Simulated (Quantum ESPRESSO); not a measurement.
The system is AlN.

```
CELL_PARAMETERS angstrom
0.00000 2.18399 2.18399
2.18399 0.00000 2.18399
2.18399 2.18399 0.00000
ATOMIC_POSITIONS crystal
Al 0.00000 0.00000 0.00000
N 0.25000 0.25000 0.25000
```

Measurements of this composition are mostly on another form, of space group No. 186.

Program: Quantum ESPRESSO 7.5. Alike in all runs: task band structure; no spin polarisation; cell as given; k mesh 10 × 10 × 10; smearing fermi-dirac 0.05 eV. Hardware: 1 thread of Arm Neoverse V1 (shared host).

Task: Order these runs on this cell by their wall time, lowest first.
A. level vdW-DF3-opt2; potentials or basis PseudoDojo 0.4.1 SR PBE standard; cutoff (eV) 1143
B. level PBE; potentials or basis PseudoDojo 0.4 SR PBE stringent; cutoff (eV) 1143
C. level LDA; potentials or basis JTH 2.0 LDA; cutoff (eV) 544; form of the LDA correlation PW92

Result: C (8.2 s), B (28 s), A (150 s).
